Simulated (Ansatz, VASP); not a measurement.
## TaN: VASP beside Ansatz

```
Ta N
1.0
     3.61353    0.00000    0.00000
     0.00000    3.61353    0.00000
     0.00000    0.00000    4.49886
Ta N
2 2
Cartesian
  0.0000 1.8068 0.0000
  1.8068 0.0000 2.2494
  0.0000 0.0000 1.1247
  0.0000 0.0000 3.3741
```

The cell comes from a database or a generator and needn't be the stable form of this composition.

Alike in both runs: task single point; functional PBE; k mesh 7 × 7 × 6; occupations fermi-dirac, width 0.05 eV; no spin polarisation.

|  | VASP | Ansatz |
| --- | --- | --- |
| version | VASP 6.6.1 | Ansatz 0.2.0 |
| potentials or method | VASP PAW PBE potentials, release 64 (Ta_pv, N) | Ansatz PAW |
| plane-wave cutoff (eV) | 520 | 420 |
| valence electrons in the cell | 32 | 36 |

|  | VASP | Ansatz | Ansatz less VASP |
| --- | --- | --- | --- |
| gap on the k mesh at the Fermi level (eV) | none | none | - |
| pressure (GPa) | -12.8 | -13.1 | -0.33 |
| largest component of the traceless stress (GPa) | 22.59 | 22.84 | +0.252 |

A gap of «none» marks a metal or a gap that the smearing closes. The two sets of potentials don't hold the same shells in valence.

Caveats: the pressure holds a Pulay correction of +0.3 GPa for the finite cutoff (Ansatz). The runs have no spin-orbit coupling, so splittings on Ta are missing.
